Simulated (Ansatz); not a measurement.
Write the native input for Ansatz 0.2.0 that does the following.

| Property | Result |
| --- | --- |
| Task | band structure |
| Functional | LDA |
| Potentials or basis | all-electron LAPW, scalar-relativistic |
| Cutoff | 362 eV (chosen from the basis error) |
| Basis error allowed | 0.001 eV/atom |
| k mesh | 11 × 11 × 11 |
| Occupations | fermi-dirac, width 0.05 eV |
| Spin | collinear spin, ferromagnetic start |
| Starting moments | [2.0, 0.0] μB |

The system is CoO.

```
Co O
1.0
     1.50547    0.86918    2.43993
    -1.50547    0.86918    2.43993
     0.00000   -1.73837    2.43993
Co O
1 1
Direct
  0.00000 0.00000 0.00000
  0.50000 0.50000 0.50000
```

The cell is a database's computed one.

These files were run (other wordings do the same):

input.yaml

```yaml
crystal:
  lattice:
    - [1.5054695445, 0.8691832468, 2.4399269062]
    - [-1.5054695445, 0.8691832468, 2.4399269062]
    - [0.0, -1.7383664936, 2.4399269062]
  atoms:
    - { symbol: Co, position: [0.0, 0.0, 0.0], spin: 2.0 }
    - { symbol: O, position: [0.5, 0.5, 0.5] }
kpoints:
  mp_grid: { grid: [11, 11, 11] }
  band_path:
    path:
      - [0.0, 0.0, 0.0]
      - [0.5, 0.0, 0.0]
      - [0.5, 0.2512681158, -0.2512681158]
    npoints: 12
scf:
  occupations: { method: fermi_dirac, width: 0.05 }
hamiltonian:
  xc: lda
  pseudopotentials: { kind: all_electron, lapw: { basis_error: 0.001 } }
magnetization:
  spin_polarized: true
output:
  forces: true
  stress: true
  eigenvalues: true
```

Potentials or basis: all-electron LAPW, scalar-relativistic.

Run with:

```sh
$ ansatz run input.yaml --threads 2 --pin off --max-ram 6144MiB --backend cpu --events-out ev --progress --plain --runs-dir out
```

Results of the run:

```json
{
  "Pressure": "-17.9 GPa",
  "Band gap along the path": "none (metal or under the smearing width)",
  "Net moment": "2.85 μB per cell",
  "Absolute moment": "2.86 μB per cell",
  "Site moments": "Co +2.49; O +0.33 μB"
}
```

Caveat: a cell with one magnetic atom can't hold antiferromagnetic order, which such compounds often take; semilocal functionals often make such compounds metallic where correlation or magnetic order opens a gap, which also shifts bond lengths.

Wall time 26 s on 2 threads of Intel(R) Xeon(R) Platinum 8488C (Sapphire Rapids), with other jobs on the host, peak memory 0.69 GiB.
